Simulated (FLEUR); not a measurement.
## 1 ML Ni on Au(001), 3 substrate layers: from one collinear state to anisotropy

One state of 1 ML Ni on Au(001), 3 substrate layers is converged without symmetry. Force theorems then give its anisotropy.

Calculated with FLEUR MaX-R8.1; PBE; all-electron FLAPW film, Dirac cores, scalar-relativistic bands.

## 1. The starting structure

The cell holds 4 atoms: 3 Au and 1 Ni. Cell: a = 2.878 Å, b = 2.878 Å, c = 19.962 Å, α = 90.0°, β = 90.0°, γ = 90.0°. Vacuum lies along c.

Structure file:

```cif
data_structure
_symmetry_space_group_name_H-M 'P 1'
_symmetry_Int_Tables_number 1
_cell_length_a 2.8779
_cell_length_b 2.8779
_cell_length_c 19.9625
_cell_angle_alpha 90.000
_cell_angle_beta 90.000
_cell_angle_gamma 90.000
_cell_volume 165.34
loop_
_atom_site_label
_atom_site_type_symbol
_atom_site_fract_x
_atom_site_fract_y
_atom_site_fract_z
_atom_site_occupancy
Au1 Au 0.00000 0.00000 0.35066 1
Au2 Au 0.50000 0.50000 0.45260 1
Au3 Au 0.00000 0.00000 0.55454 1
Ni4 Ni 0.50000 0.50000 0.64221 1
```

It is built of layers of Au (space group 225) and Ni (space group 225).

## 2. Reference state

The force theorems are single passes in this state's potential, so it has to be converged first.

No symmetry is used, so that later steps may turn the spins freely; k and −k are joined. FLEUR takes the sheet as a true film: the images along c are dropped, heights are typed in bohr, and the vacuum on both sides is semi-infinite. inpgen writes inp.xml from crystal.txt; cutoffs, mixing, functional, smearing and local orbitals are then set in the file. The k list scf (kpts.xml, not shown) is a Γ-centred 10×10×1 mesh; where the ranks do not divide the number of points, some are split in two of half the weight.

Contents of inp.xml:

```
<?xml version="1.0" encoding="UTF-8" standalone="no"?>
<fleurInput fleurInputVersion="0.39">
   <comment>
      NiAu3
   </comment>
   <calculationSetup>
      <cutoffs Kmax="3.6" Gmax="10.8" GmaxXC="10.8" numbands="0"/>
      <scfLoop itmax="140" minDistance="0.00002" maxIterBroyd="15" imix="Anderson" alpha="0.03" precondParam="0.0" spinf="2.0" sdNocoIR="T"/>
      <coreElectrons ctail="F" frcor="F" kcrel="0" coretail_lmax="0"/>
      <xcFunctional name="pbe" relativisticCorrections="F"/>
      <magnetism jspins="2" l_noco="F" l_ss="F">
         <qss>0.0 0.0 0.0</qss>
         <mtNocoParams l_mperp="F" l_mtNocoPot="F" l_relaxSQA="F" mag_mixing_scheme="0" mix_RelaxWeightOffD="1.0" l_constrained="F" mix_constr="1.0"/>
         <sourceFreeMag l_sourceFree="F" l_scaleMag="F" mag_scale="1.0"/>
      </magnetism>
      <soc l_soc="F" theta="0.0" phi="0.0" spav="F"/>
      <expertModes spex="0" secvar="F"/>
      <geometryOptimization l_f="F" forcealpha="1.0" forcemix="BFGS" epsdisp="0.00001" epsforce="0.00001"/>
      <ldaU l_linMix="F" mixParam="0.05" spinf="1.0"/>
   </calculationSetup>
   <cell>
      <bzIntegration valenceElectrons="69.0" mode="hist" fermiSmearingEnergy="0.00183747">
         <kPointListSelection listName="scf"/>
         <xi:include xmlns:xi="http://www.w3.org/2001/XInclude" href="kpts.xml"> </xi:include>
      </bzIntegration>
      <xi:include xmlns:xi="http://www.w3.org/2001/XInclude" href="sym.xml"> </xi:include>
      <filmLattice scale="1.0" dVac="16.62" dTilda="19.12">
         <bravaisMatrixFilm>
            <row-1>    5.4384900571394548     0.0000000000000000</row-1>
            <row-2>    0.0000000000000000     5.4384900571394548</row-2>
         </bravaisMatrixFilm>
         <vacuumEnergyParameters vacuum="1" spinUp="-.25" spinDown="-.25"/>
         <vacuumEnergyParameters vacuum="2" spinUp="-.25" spinDown="-.25"/>
      </filmLattice>
   </cell>
   <atomSpecies>
      <species name="Gold (Au)" element="Au" atomicNumber="79">
         <mtSphere radius="2.41" gridPoints="797" logIncrement="0.017"/>
         <atomicCutoffs lmax="10" lnonsphr="8"/>
         <electronConfig flipSpins="F">
            <coreConfig>(1s1/2) (2s1/2) (2p1/2) (2p3/2) (3s1/2) (3p1/2) (3p3/2) (4s1/2) (3d3/2) (3d5/2) (4p1/2) (4p3/2) (5s1/2) (4d3/2) (4d5/2) (4f5/2) (4f7/2)</coreConfig>
            <valenceConfig>(5p1/2) (5p3/2) (6s1/2) (5d3/2) (5d5/2)</valenceConfig>
            <stateOccupation state="(6s1/2)" spinUp="0.500000" spinDown="0.500000"/>
         </electronConfig>
         <energyParameters s="6" p="6" d="5" f="5"/>
         <lo type="SCLO" l="1" n="5" eDeriv="0"/>
      </species>
      <species name="Nickel (Ni1.001" element="Ni" atomicNumber="28">
         <mtSphere radius="2.41" gridPoints="797" logIncrement="0.015"/>
         <atomicCutoffs lmax="10" lnonsphr="8"/>
         <electronConfig flipSpins="F">
            <coreConfig>(1s1/2) (2s1/2) (2p1/2) (2p3/2)</coreConfig>
            <valenceConfig>(3s1/2) (3p1/2) (3p3/2) (4s1/2) (3d3/2) (3d5/2)</valenceConfig>
            <stateOccupation state="(3d3/2)" spinUp="1.6" spinDown="1.6"/>
            <stateOccupation state="(3d5/2)" spinUp="2.9005" spinDown="1.8995"/>
         </electronConfig>
         <energyParameters s="4" p="4" d="3" f="4"/>
         <lo type="SCLO" l="0" n="3" eDeriv="0"/>
         <lo type="SCLO" l="1" n="3" eDeriv="0"/>
      </species>
   </atomSpecies>
   <atomGroups>
      <atomGroup species="Gold (Au)">
         <filmPos label="                   1">.0000000000 .0000000000 -5.4990986060</filmPos>
         <force calculate="T" relaxXYZ="TTT"/>
         <nocoParams  alpha="0.0" beta="0.0"/>
      </atomGroup>
      <atomGroup species="Gold (Au)">
         <filmPos label="                   2">1.000/2.000 1.000/2.000 -1.6534811921</filmPos>
         <force calculate="T" relaxXYZ="TTT"/>
         <nocoParams  alpha="0.0" beta="0.0"/>
      </atomGroup>
      <atomGroup species="Gold (Au)">
         <filmPos label="                   3">.0000000000 .0000000000 2.1920984983</filmPos>
         <force calculate="T" relaxXYZ="TTT"/>
         <nocoParams  alpha="0.0" beta="0.0"/>
      </atomGroup>
      <atomGroup species="Nickel (Ni1.001">
         <filmPos label="                   4">1.000/2.000 1.000/2.000 5.4990986060</filmPos>
         <force calculate="T" relaxXYZ="TTT"/>
         <nocoParams  alpha="0.0" beta="0.0"/>
      </atomGroup>
   </atomGroups>
   <output dos="F" band="F" slice="F">
      <bandDOS minEnergy="-.5*Htr" maxEnergy="0.5*Htr" sigma="0.015" storeEVData="T"/>
      <plotting iplot="0" polar="F">
         <plot TwoD="T" vec1="  1.0  0.0  0.0" vec2="  0.0  1.0  0.0" vec3="  0.0  0.0  1.0" zero="  0.0  0.0 -0.5" file="plot"/>
      </plotting>
      <moessbauerParams electricFieldGradient="F" isomerShift="F" coreHyperfine="F" valenceHyperfine="F"/>
   </output>
</fleurInput>
```

Contents of crystal.txt:

```
NiAu3
&input film=T cartesian=F /
2.87792500000  0.00000000000  0.00000000000
0.00000000000  2.87792500000  0.00000000000
0.00000000000  0.00000000000  1.00000000000
1.8897261246
1.0 1.0 1.0

4
79 0.00000000000  0.00000000000  -5.49909860601
79 0.50000000000  0.50000000000  -1.65348119205
79 0.00000000000  0.00000000000  2.19209849833
28 0.50000000000  0.50000000000  5.49909860601 : 1.001

&kpt div1=10 div2=10 div3=1 gamma=T /
```

Launch:

```sh
OMP_NUM_THREADS=1 inpgen -f crystal.txt -nosym -noco > inpgen.log  # inp.xml is then edited as shown
OMP_NUM_THREADS=1 mpirun -n 4 fleur_MPI > fleur.log
```

The log of the run:

```text
Welcome to FLEUR        (www.flapw.de)
      MaX-Release 8.1          (www.max-centre.eu)

 ========== k-point set info ==========
 Selected k-point list: scf
 k-point list type: mesh
 0 x 0 x 0
 Number of k points: 52

 ------------Calculation Setup---------------------------
 Number of MPI-tasks      :            4
 Number of PE/node        :            4
 Number of OMP-threads    :            1
 k-points in parallel     :            4
 pe's per k-point         :            1
 No of k-point loops      :           13
 Eigenvalue solver        :       lapack
 Number of basis functions:          488
 Approximate size of matrices (H+S) per k-point:         0.007 GB
 --------------------------------------------------------
 Iteration:     1   Distance:      32.07101512 me/bohr^3
 Iteration:     2   Distance:      23.33296837 me/bohr^3
 Iteration:     3   Distance:      22.04526864 me/bohr^3
 Iteration:     4   Distance:      17.77155564 me/bohr^3
 Iteration:     5   Distance:       9.13986897 me/bohr^3
 Iteration:     6   Distance:       8.88778852 me/bohr^3
 Iteration:     7   Distance:      12.04051276 me/bohr^3
 Iteration:     8   Distance:       7.27077524 me/bohr^3
 Iteration:     9   Distance:       5.56222179 me/bohr^3
 Iteration:    10   Distance:       8.87625732 me/bohr^3
[... 42 iterations left out ...]
 Iteration:    53   Distance:       0.00019886 me/bohr^3
 Iteration:    54   Distance:       0.00019403 me/bohr^3
 Iteration:    55   Distance:       0.00015615 me/bohr^3
 Iteration:    56   Distance:       0.00015197 me/bohr^3
 Iteration:    57   Distance:       0.00009536 me/bohr^3
 Iteration:    58   Distance:       0.00005746 me/bohr^3
 Iteration:    59   Distance:       0.00006302 me/bohr^3
 Iteration:    60   Distance:       0.00004908 me/bohr^3
 Iteration:    61   Distance:       0.00002394 me/bohr^3
 Iteration:    62   Distance:       0.00001957 me/bohr^3

 ********************************************************************
 Run finished successfully
 Stop message:
   all done
 ********************************************************************

--- out.xml (last complete iteration) ---
<iteration numberForCurrentRun="   62" overallNumber="   62">
         [... left out ...]
         <bandgap value="0.0000000000" units="eV"/>
         <sumValenceSingleParticleEnergies value="-76.0890609370" units="Htr"/>
         <FermiEnergy value="-0.1702189565" units="Htr"/>
         <valenceDensity>
            <mtCharges spin="1">
               <mtCharge atomType="1" total="7.5574514" s="0.2317592" p="3.0756885" d="4.2391569" f="0.0085090"/>
               <mtCharge atomType="2" total="7.5808844" s="0.2168978" p="3.1161349" d="4.2307334" f="0.0135947"/>
               <mtCharge atomType="3" total="7.5908931" s="0.2335467" p="3.1273864" d="4.2126890" f="0.0137586"/>
               <mtCharge atomType="4" total="8.8130564" s="1.1889598" p="3.1074726" d="4.5057078" f="0.0079744"/>
            </mtCharges>
            <mtCharges spin="2">
               <mtCharge atomType="1" total="7.5594507" s="0.2320414" p="3.0761628" d="4.2403776" f="0.0085296"/>
               <mtCharge atomType="2" total="7.5874727" s="0.2191797" p="3.1173745" d="4.2337423" f="0.0136518"/>
               <mtCharge atomType="3" total="7.5831648" s="0.2381049" p="3.1337884" d="4.1937528" f="0.0140437"/>
               <mtCharge atomType="4" total="8.2223611" s="1.1868817" p="3.1114390" d="3.9129341" f="0.0081579"/>
            </mtCharges>
            <spinDependentCharge spin="1" total="34.7743115" interstitial="3.1381755" mtSpheres="31.5422853" vacuum1="0.0371811" vacuum2="0.0566696"/>
            <spinDependentCharge spin="2" total="34.2256889" interstitial="3.1745638" mtSpheres="30.9524493" vacuum1="0.0419886" vacuum2="0.0566871"/>
            <totalCharge value="69.0000003321"/>
         </valenceDensity>
         [... left out ...]
         <allElectronCharges>
            <spinDependentCharge spin="1" total="132.7743115" interstitial="3.1397479" mtSpheres="129.5407130" vacuum1="0.0371811" vacuum2="0.0566696"/>
            <spinDependentCharge spin="2" total="132.2256889" interstitial="3.1761366" mtSpheres="128.9508765" vacuum1="0.0419886" vacuum2="0.0566871"/>
            <totalCharge value="265.0000003536"/>
         </allElectronCharges>
         <magneticMomentsInMTSpheres units="muBohr">
            <globalMagMoment atomType="1" vec="0.00000   0.00000  -0.00200"/>
            <localMagMoment atomType="1" vec="0.00000   0.00000  -0.00200"/>
            <globalMagMoment atomType="2" vec="0.00000   0.00000  -0.00659"/>
            <localMagMoment atomType="2" vec="0.00000   0.00000  -0.00659"/>
            <globalMagMoment atomType="3" vec="0.00000   0.00000   0.00773"/>
            <localMagMoment atomType="3" vec="0.00000   0.00000   0.00773"/>
            <globalMagMoment atomType="4" vec="0.00000   0.00000   0.59070"/>
            <localMagMoment atomType="4" vec="0.00000   0.00000   0.59070"/>
         </magneticMomentsInMTSpheres>
         <moessbauerParams unitsHFF="kG" unitsIS="e/bohr^3" unitsEFG="Htr/bohr^2">
         </moessbauerParams>
         <totalEnergy value="   -58664.5342049055" units="Htr">
            <sumOfEigenvalues value="   -36146.1769134926">
               <coreElectrons value="-36070.0878525555"/>
               <valenceElectrons value="-76.0890609370"/>
            </sumOfEigenvalues>
            <densityCoulombPotentialIntegral value="-101839.5808720166"/>
            <densityEffectivePotentialIntegral value="-103357.2418334160"/>
            <chargeDenXCDenIntegral value="-1160.1191696963"/>
            <FockExchangeEnergyValence value="0.0000000000"/>
            <FockExchangeEnergyCore value="0.0000000000"/>
            <atomTypeDependentContributions atomType="1">
               <electronNucleiInteractionDifferentMTs value="23966.1629770102"/>
               <MadelungTerm value="-23.4607181902"/>
            </atomTypeDependentContributions>
            <atomTypeDependentContributions atomType="2">
               <electronNucleiInteractionDifferentMTs value="23967.0786246236"/>
               <MadelungTerm value="-21.8303912065"/>
            </atomTypeDependentContributions>
            <atomTypeDependentContributions atomType="3">
               <electronNucleiInteractionDifferentMTs value="23966.8740421940"/>
               <MadelungTerm value="-21.9170643161"/>
            </atomTypeDependentContributions>
            <atomTypeDependentContributions atomType="4">
               <electronNucleiInteractionDifferentMTs value="1824.5981331986"/>
               <MadelungTerm value="-3.7675683852"/>
            </atomTypeDependentContributions>
            <tkbTimesEntropy value="0.0016409732"/>
            <freeEnergy value="-58664.5358458787"/>
            <extrapolationTo0K value="-58664.5350253921"/>
         </totalEnergy>
         <densityConvergence units="me/bohr^3">
            <chargeDensity spin="1" distance="0.0000063431"/>
            <chargeDensity spin="2" distance="0.0000161309"/>
            <overallChargeDensity distance="0.0000195689"/>
            <spinDensity distance="0.0000147627"/>
         </densityConvergence>
      </iteration>
```

Elapsed: 6 min, on 4 MPI ranks of Intel Xeon 6975P-C (Granite Rapids), shared host; peak memory 1.3 GiB.

Spin moment in the muffin-tin sphere by atom:

```tsv
atom	spin moment in the muffin-tin sphere (μB)
Au1	-0.002
Au2	-0.007
Au3	0.008
Ni4	0.591
```

This step gave:

- free energy: -1596343.3438 eV
- program's band gap on this mesh (in a metal only a level spacing): 0 eV
- magnetization: 0.5486 μB
- final state: ferromagnetic

After 62 cycles the largest moment stands at 0.591 μB.

## 3. Energy against the direction of the moments, rung 1

Anisotropy is a small difference, so it is taken from sums over occupied states at a frozen potential, where most errors cancel.

One pass with spin–orbit coupling for each direction, from the saved density. The k list mae (kpts.xml, not shown) is a Γ-centred 17×17×1 mesh.

inp.xml: that of step 2 with these lines changed.

```diff
@@ -6,4 +6,4 @@
    <calculationSetup>
-      <cutoffs Kmax="3.6" Gmax="10.8" GmaxXC="10.8" numbands="0"/>
-      <scfLoop itmax="140" minDistance="0.00002" maxIterBroyd="15" imix="Anderson" alpha="0.03" precondParam="0.0" spinf="2.0" sdNocoIR="T"/>
+      <cutoffs Kmax="3.6" Gmax="10.8" GmaxXC="10.8" numbands="149"/>
+      <scfLoop itmax="1" minDistance="0.00002" maxIterBroyd="15" imix="Anderson" alpha="0.03" precondParam="0.0" spinf="2.0" sdNocoIR="T"/>
       <coreElectrons ctail="F" frcor="F" kcrel="0" coretail_lmax="0"/>
@@ -15,3 +15,3 @@
       </magnetism>
-      <soc l_soc="F" theta="0.0" phi="0.0" spav="F"/>
+      <soc l_soc="T" theta="0.0" phi="0.0" spav="F"/>
       <expertModes spex="0" secvar="F"/>
@@ -22,3 +22,3 @@
       <bzIntegration valenceElectrons="69.0" mode="hist" fermiSmearingEnergy="0.00183747">
-         <kPointListSelection listName="scf"/>
+         <kPointListSelection listName="mae"/>
          <xi:include xmlns:xi="http://www.w3.org/2001/XInclude" href="kpts.xml"> </xi:include>
@@ -90,2 +90,5 @@
    </output>
+   <forceTheorem>
+      <MAE theta="0.0 1.5707963 1.5707963 0.7853982" phi="0.0 0.0 1.5707963 0.0"/>
+   </forceTheorem>
 </fleurInput>
```

Launch:

```sh
OMP_NUM_THREADS=1 mpirun -n 4 fleur_MPI -warn_only > fleur.log
```

The log of the run:

```text
[banner, memory and clock lines left out]
Welcome to FLEUR        (www.flapw.de)
      MaX-Release 8.1          (www.max-centre.eu)

 ========== k-point set info ==========
 Selected k-point list: mae
 k-point list type: mesh
 0 x 0 x 0
 Number of k points: 292

 [... set-up left out ...]
 ********************************************************************
 Run finished successfully
 Stop message:
   Forcetheorem MAE
 ********************************************************************

--- out.xml (force theorem) ---
<Forcetheorem_MAE Angles="4" units="Htr">
            <Angle theta="0.0000000" phi="0.0000000" ev-sum="-76.217559613"/>
            <Angle theta="1.5707963" phi="0.0000000" ev-sum="-76.217596630"/>
            <Angle theta="1.5707963" phi="1.5707963" ev-sum="-76.217596630"/>
            <Angle theta="0.7853982" phi="0.0000000" ev-sum="-76.217578326"/>
         </Forcetheorem_MAE>
```

Run time: 2.7 min. Hardware: 4 MPI ranks; peak memory 1.9 GiB; 11 min of CPU time.

Anisotropy energies, by row:

```tsv
axis	x	y	z	band energy less the first axis' (meV a cell)
z	0	0	1	0
x	1	0	0	-1.007
y	0	1	0	-1.007
45 degrees from z toward x	0.7071	0	0.7071	-0.5092
```

Shape anisotropy is not in these numbers.

## 4. Energy against the direction of the moments, rung 2

A second rung shows how far the first can be trusted.

The k list mae (kpts.xml, not shown) is a Γ-centred 27×27×1 mesh.

inp.xml is that of step 3.

The log of the run:

```text
[banner, memory and clock lines left out]
Welcome to FLEUR        (www.flapw.de)
      MaX-Release 8.1          (www.max-centre.eu)

 ========== k-point set info ==========
 Selected k-point list: mae
 k-point list type: mesh
 0 x 0 x 0
 Number of k points: 732

 [... set-up left out ...]
 ********************************************************************
 Run finished successfully
 Stop message:
   Forcetheorem MAE
 ********************************************************************

--- out.xml (force theorem) ---
<Forcetheorem_MAE Angles="4" units="Htr">
            <Angle theta="0.0000000" phi="0.0000000" ev-sum="-76.217544745"/>
            <Angle theta="1.5707963" phi="0.0000000" ev-sum="-76.217562757"/>
            <Angle theta="1.5707963" phi="1.5707963" ev-sum="-76.217562757"/>
            <Angle theta="0.7853982" phi="0.0000000" ev-sum="-76.217553929"/>
         </Forcetheorem_MAE>
```

Elapsed: 6.7 min, on 4 MPI ranks; peak memory 3.9 GiB; 27 min of CPU time.

Anisotropy energies, by row:

```tsv
axis	x	y	z	band energy less the first axis' (meV a cell)
z	0	0	1	0
x	1	0	0	-0.4901
y	0	1	0	-0.4901
45 degrees from z toward x	0.7071	0	0.7071	-0.2499
```

(Part 1 of 2 ends here.)

[Logs and program files are shortened in this print: banners, set-up blocks, solver, clock and traceback lines can be left out without a mark of their own.]

[Logs are printed without paths, hosts, clocks, repeated set-up lines and the standing remarks that a program may print on its own settings, such as how far it seeks lower states.]

[Hosts, paths, dates, database ids (printed as entryN), source tags and the programs' standing remarks are cut or masked in the printed files.]

[Where a cell is said to come from a database of computed structures, the database is the Materials Project.]
